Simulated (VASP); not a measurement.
**ZnO: single point with LDA**

The system is ZnO.

```
Zn O
1.0
     0.00000    2.29021    1.94668
     2.29021    0.00000    1.94668
     2.29021    2.29021    0.00000
Zn O
1 1
Direct
  0.00000 0.00000 0.00000
  0.50000 0.50000 0.50000
```

Measurements of this composition are mostly on another form, of space group No. 186.

* Program: VASP 6.6.1
* Task: single point
* Functional: LDA
* Potentials or basis: VASP PAW LDA potentials, release 64 (Zn, O)
* Cutoff: 520 eV
* k mesh: 12 × 12 × 12
* Occupations: gaussian, width 0.05 eV
* Spin: no spin polarisation
* Dipole correction: no
* Further INCAR settings: ALGO = Normal; EDIFF = 1e-06; NBANDS = 16

- Pressure: -7.0 GPa
- Band gap on the k mesh: 0.63 eV, indirect (least direct gap 1.98 eV)

Stress tensor (GPa, compression positive):
```
-10.87   0.00   0.00
  0.00 -10.87   0.00
  0.00   0.00   0.85
```

Levels at points of the mesh, in eV from the valence-band top:
| k point | band 5 | band 6 | band 7 | band 8 | band 9 | band 10 | band 11 | band 12 | band 13 | band 14 |
| --- | --- | --- | --- | --- | --- | --- | --- | --- | --- | --- |
| (0.00, 0.00, 0.00) | -5.18 | -5.09 | -2.37 | -1.36 | -1.36 | 0.63 | 16.63 | 16.63 | 17.30 | 17.30 |
| (0.50, 0.00, 0.00) | -5.02 | -4.83 | -3.90 | -0.69 | 0.00 | 4.80 | 8.50 | 10.52 | 14.34 | 18.18 |
| (0.50, 0.50, 0.00) | -4.80 | -4.80 | -4.23 | -3.39 | -3.39 | 3.79 | 9.49 | 11.47 | 13.23 | 13.23 |
| (0.50, 0.00, 0.50) | -4.95 | -4.76 | -4.43 | -3.62 | -2.10 | 3.81 | 9.22 | 11.65 | 13.71 | 16.80 |

Wall time 15 s on 1 thread of Intel(R) Xeon(R) 6975P-C (Granite Rapids) (shared host), peak memory 0.16 GiB.

A k mesh can miss the band edges. Expect the measured gap to be larger: semilocal functionals such as LDA lack the derivative discontinuity.
